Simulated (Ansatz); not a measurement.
Runs of Ansatz 0.2.0 on N. It takes space group P6_3/mmc (No. 194, hexagonal). The conventional cell has a = 4.167 Å, b = 4.167 Å, c = 7.006 Å, α = 90.00°, β = 90.00°, γ = 120.00°. N (site symmetry 3m) is surrounded by 1 N at 1.11 Å. 

```tsv
level	cutoff (eV)	points for each segment of the path	gap on the mesh (eV)	pressure (GPa)	largest force (eV/Å)
PBEsol	420	14	(a)	-0.8	0.84
LDA	420	14	6.99	-2.3	1.69
r2SCAN0	500	4	10.73	-3.7	3.41
PBE0	420	4	10.28	-2.6	(b)
r2SCAN	500	14	7.84	-1.9	1.81
HSE06	420	4	9.47	-2.6	2.55
```

Alike in all rows: task band structure; potentials or basis Ansatz PAW; no spin polarisation; cell as given; k mesh 4 × 4 × 2; smearing fermi-dirac 0.05 eV; the mesh is coarse, so values aren't converged.

Fill in the values left out.

(a) 7.11; (b) 2.58.

Caveats: all runs use coarse meshes; the k mesh misses the band edges, so the gap on the mesh is wider than the one along the path; the PAW data sets come from PBE, with cores solved anew for the run's functional, which leaves a small shift of forces and pressure; forces of over 1 eV/Å show positions far from the minimum, so gaps and moduli don't describe the material at rest (some runs); the thresholds are loose for stress (some runs).
